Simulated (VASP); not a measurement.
## LiH: single point with r2SCAN

The system is LiH.

```xyz
2
Lattice="0.0000 2.2344 2.1451 2.2344 0.0000 2.1451 2.2344 2.2344 0.0000" Properties=species:S:1:pos:R:3 pbc="T T T"
Li    0.0000    0.0000    0.0000
H     1.1172    1.1172    1.0726
```

The cell was built by a generator and needn't be a form met in nature.

The cell isn't the ideal one: biaxial_xy strain +4.2%.

| Quantity | Value |
| --- | --- |
| Program | VASP 6.6.1 |
| Task | single point |
| Functional | r2SCAN |
| Potentials or basis | VASP PAW PBE potentials, release 64 (Li_sv, H) |
| Cutoff | 520 eV |
| k mesh | 10 × 10 × 10 |
| Occupations | gaussian, width 0.01 eV |
| Spin | no spin polarisation |
| Dipole correction | no |
| Further INCAR settings | ALGO = Normal; EDIFF = 1e-06; NBANDS = 9 |

The band gap on the k mesh is 4.60 eV, indirect (least direct gap 5.64 eV).

Levels at points of the mesh, in eV from the valence-band top:
```csv
k point,band 1,band 2,band 3,band 4,band 5
"(0.00, 0.00, 0.00)",-44.99,-3.55,13.28,17.93,17.94
"(0.50, 0.00, 0.00)",-44.98,-1.05,4.60,15.10,15.58
"(0.50, 0.50, 0.00)",-44.97,-0.13,7.83,10.04,10.66
"(0.50, 0.00, 0.50)",-44.97,-0.48,7.35,10.42,11.19
```

It took 37 s on 1 thread of Intel(R) Xeon(R) Platinum 8488C (Sapphire Rapids), with other jobs on the host, peak memory 0.14 GiB.

 A k mesh can miss the band edges.
